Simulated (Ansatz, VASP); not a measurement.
# One calculation of TaN, two programs

```xyz
4
Lattice="3.1090 0.0000 0.0000 -1.5545 2.6924 0.0000 0.0000 0.0000 4.9180" Properties=species:S:1:pos:R:3 pbc="T T T"
Ta    0.0000    0.0000    0.0000
Ta    0.0000    0.0000    2.4590
N     0.0000    1.7950    1.2295
N     1.5545    0.8975    3.6885
```

Change from the starting cell: equal xx and yy strain of +2 %, crystal datasets.

Alike in both runs: task electric field gradients; functional PBEsol; k mesh 11 × 11 × 6; occupations fermi-dirac, width 0.01 eV; no spin polarisation.

```csv
,VASP,Ansatz
version,VASP 6.6.1,Ansatz 0.2.0
potentials or method,"VASP PAW PBE potentials, release 64 (Ta_pv, N), cutoff 520 eV","all-electron PAW with datasets made for the crystal, scalar-relativistic"
```

VASP gave:

```
pressure (GPa)                                                 : 32.9
largest component of the traceless stress (GPa)                : 54.00
Vzz of the field gradient on the site that differs most (V/Å²) : -164.1
```

Q: Which values does Ansatz return?

A: Pressure (GPa): 31.2; largest component of the traceless stress (GPa): 53.25; Vzz of the field gradient on the site that differs most (V/Å²): -189.3.

Ansatz ran all-electron here, so the differences hold the error of VASP's frozen core and of both bases. Ansatz warned: «gradients_without_spin_orbit».

Caveats: so large a pressure means that the cell lies far from this level's equilibrium, or that cutoff or potentials fall short (VASP); the potentials were made for another functional, which shifts forces and pressure (VASP). The runs have no spin-orbit coupling, so splittings on Ta are missing.
